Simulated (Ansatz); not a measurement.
Crystal: Al2O3.

```
CELL_PARAMETERS angstrom
3.01748 0.00000 0.00000
-1.50874 2.61322 0.00000
0.00000 0.00000 7.57464
ATOMIC_POSITIONS crystal
Al 0.00000 0.00000 0.72205
Al 0.00000 0.00000 0.27795
O 0.00000 0.00000 0.50000
O 0.66667 0.33333 0.80055
O 0.33333 0.66667 0.19945
```

Measurements of this composition are mostly on another form, of space group No. 167.

A run of Ansatz 0.2.0 on this cell left the log below. Logs are shortened: lines on timing, memory, paths and dates and some standing lists are left out, and cuts for length are marked.

```text
Warning: RAYON_NUM_THREADS=2 ignored (pool sized by the plan → 2); use --threads N
Engine: ansatz 0.2.0, x86_64-unknown-linux-gnu
Pseudopotentials: kind: paw
Pseudopotential: Al, paw, valence charge 3, recommended cutoff 420 eV (normal), Al.paw.azcp
Pseudopotential: O, paw, valence charge 6, recommended cutoff 420 eV (normal), O.paw.azcp
Functional definition: PBE
  parameter kappa = 0.804
  parameter beta = 0.06672455060314922
  exchange = pbe_x(kappa = kappa, mu = beta*pi^2/3)
  correlation = pbe_c(beta = beta)
Crystal: 5 atoms, lattice volume = 59.729 Å³
Basis set: ecut = 420 eV, 1165 PW (Γ), exchange–correlation on 48×48×108 points (8 copies of the dense FFT grid, shifted against one another)
Bands: 17, of which v1, the nominal top of the filled ones, is band 12 counted from 1 (11 counted from 0)
Symmetry: 12 space group operations
Space group: P-3m1 (ITA 164), of the structure as read, at distance tolerance 3.9e-5 Å
k-points: 50 of 400
Non-local potential: Al, projectors of the file, l = 0: 2, l = 1: 2, l = 2: 1
Non-local potential: O, projectors of the file, l = 0: 2, l = 1: 2, l = 2: 1
PAW form: soft (Blöchl's): semilocal exchange-correlation on the pseudo side does not see the compensation charge
PAW one-centre angular grid: Al, 110 points (default); XC on 64 Gauss nodes
PAW one-centre angular grid: O, 110 points (default); XC on 64 Gauss nodes
Initial density: superposition of atomic densities (neutral atoms: chi_scale 0, normalization atom), corrected by the library's trained network
Initial wavefunctions: pseudopotential atomic-orbital guess
Functional: x = pbe(κ = 0.804, μ = 0.2195149727645171), c = pbe(β = 0.06672455060314922)
SCF iter   1: F=—  HF=-2783.601536 eV  |F-HF|=—  |Δ(HF+E_count)|=         —  Δρ=1.87e-3  dr2=4.23e-3  ethr=1.77e-3  ⟨swp⟩=6.1  Hψ=5027  notcnv=0
preconditioner: auto → none  [insulator: Δε(μ)=2.386 eV  Ē_g=15.029 eV  σ=0.050 eV  W_gap=1.00  n_scr=4 (ndim 8)  ℏωp=23.5 eV  f_vac=0.037  D(μ)=0.00/eV (n_scr^D=0)  ε∞_Penn≈3.5]
SCF iter   2: F=—  HF=-2783.601657 eV  |F-HF|=—  |Δ(HF+E_count)|=   1.21e-4  Δρ=1.72e-3  dr2=1.21e-3  ethr=1.76e-5  ⟨swp⟩=2.4  Hψ=1891  notcnv=0  defer=37
SCF iter   3: F=—  HF=-2783.601666 eV  |F-HF|=—  |Δ(HF+E_count)|=   9.30e-6  Δρ=6.91e-4  dr2=2.10e-4  ethr=5.04e-6  ⟨swp⟩=2.2  Hψ=1239  notcnv=0  defer=37
SCF iter   4: F=—  HF=-2783.601752 eV  |F-HF|=—  |Δ(HF+E_count)|=   8.55e-5  Δρ=3.17e-4  dr2=3.39e-5  ethr=8.77e-7  ⟨swp⟩=2.2  Hψ=1135  notcnv=0  defer=37
SCF iter   5: F=—  HF=-2783.601955 eV  |F-HF|=—  |Δ(HF+E_count)|=   2.04e-4  Δρ=9.45e-5  dr2=2.86e-6  ethr=1.41e-7  ⟨swp⟩=2.0  Hψ=1301  notcnv=0  defer=37
SCF iter   6: F=—  HF=-2783.601958 eV  |F-HF|=—  |Δ(HF+E_count)|=   2.68e-6  Δρ=2.32e-5  dr2=1.23e-7  ethr=1.19e-8  ⟨swp⟩=2.0  Hψ=1205  notcnv=0  defer=37
SCF iter   7: F=-2783.601958 eV  HF=-2783.601958 eV  |F-HF|=1.02e-8  |Δ(HF+E_count)|=   2.76e-7  Δρ=4.29e-6  dr2=6.83e-9  ethr=4.17e-10  ⟨swp⟩=8.2  Hψ=4052  notcnv=0
SCF 1 converged in 7 iterations: F = -2783.601958 eV  dr2 = 6.83e-9
  greatest PAW one-centre occupation: 0.862 electrons in one spin orbital (limit 2), on the O atom at site 2 (counted from 0), in its partial waves of l = 0
SCF converged after 7 iterations
Free energy (F): -2783.601958 eV
Harris-Foulkes:  -2783.601958 eV  (|F-HF|=1.02e-8)
Internal energy: -2783.601958 eV  (E = F + TS)
E sigma→0 (E₀):  -2783.601958 eV
Fermi energy:    6.218710 eV
--- Per-component energies (eV) ---
  E_band       = -57.784177
  E_kinetic    = 582.168316
  E_local      = -1328.311083  (includes V_loc(G=0)·N_el)
  E_nonlocal   = 163.487655
  E_hartree    = 492.441719
  E_xc         = -303.265361
  E_vxc        = -343.450387  (∫ρ·V_xc dr)
  E_paw        = -1410.907114  (= ΣΔE_a)
  E_vpaw       = -116.570678  (= ΣTr[D̂ρ^β])
  E_aug_tail   = 0.007492  (compensation charges beyond the density's cutoff)
  E_ewald      = -979.223582
  E_smearing   = -0.000000  (= −TS)
  E_closure    = -0.000000  (closes the sum)
  Σ components = -2783.601958   (vs F -2783.601958, Δ=0.00e0)
--- Forces (eV/Å), atoms counted from 1 ---
  atom   1  Al    -0.00000000     0.00000000    -0.12371144
  atom   2  Al     0.00000000    -0.00000000     0.12371144
  atom   3  O      0.00000000     0.00000000     0.00000000
  atom   4  O      0.00000000    -0.00000000    -0.08217810
  atom   5  O      0.00000000     0.00000000     0.08217810
  max |Σ_I F_I| component: 4.62e-33 eV/Å
--- Stress (GPa, compression-positive) ---
       -0.589721       0.000000      -0.000000
        0.000000      -0.589721       0.000000
       -0.000000       0.000000      -0.391458
  P = ⅓ Tr σ = -0.5236 GPa (-5.236 kbar)
--- Band table (eV; the first three rows and the last of 50) ---
  k-point 0: bands = ["-14.6048", "-14.4149", "-11.8631", "-0.8471", "0.5067", "1.2695", "1.2695", "1.2841", "1.2841", "2.6455", "4.9950", "4.9950", "7.2949", "9.2853", "12.3582", "15.5334", "15.6320"]
  k-point 1: bands = ["-14.5791", "-14.4440", "-11.8580", "-0.9752", "0.8429", "1.2668", "1.2668", "1.2873", "1.2873", "2.3571", "4.9949", "4.9949", "7.5981", "8.9734", "12.6513", "14.4694", "16.8027"]
  k-point 2: bands = ["-14.5239", "-14.5026", "-11.8530", "-1.0770", "1.2644", "1.2644", "1.2895", "1.2895", "1.3346", "1.8918", "4.9947", "4.9947", "8.2392", "8.3281", "13.1367", "13.7548", "16.9708"]
  k-point 49: bands = ["-13.5747", "-13.5672", "-11.3905", "-1.6804", "-1.2916", "-0.8873", "-0.6777", "1.2816", "1.4891", "1.7409", "3.4499", "3.6573", "11.5190", "11.8988", "12.6577", "14.7881", "15.6839"]
```

Question: Write the input and the command behind it.

Answer: Single point with PBE, no spin polarisation. The files as run (others can give the same):

input.yaml
```yaml
crystal:
  lattice:
    - [3.017482544, 0.0, 0.0]
    - [-1.508741272, 2.6132165386, 0.0]
    - [0.0, 0.0, 7.5746360022]
  atoms:
    - { symbol: Al, position: [0.0, 0.0, 0.722049] }
    - { symbol: Al, position: [0.0, 0.0, 0.277951] }
    - { symbol: O, position: [0.0, 0.0, 0.5] }
    - { symbol: O, position: [0.6666666667, 0.3333333333, 0.800546] }
    - { symbol: O, position: [0.3333333333, 0.6666666667, 0.199454] }
hamiltonian:
  xc: pbe
  pseudopotentials: { kind: paw }
kpoints:
  mp_grid: { grid: [10, 10, 4] }
scf:
  occupations: { method: fermi_dirac, width: 0.05 }
output:
  forces: true
  stress: true
  eigenvalues: true
```

Potentials or basis: Ansatz PAW.
Run with:
```sh
$ ansatz run input.yaml --threads 2 --pin off --max-ram 5120MiB --backend cpu --events-out ev --progress --plain --runs-dir out
```

Caveat: the pressure holds a Pulay correction of +0.6 GPa for the finite cutoff.
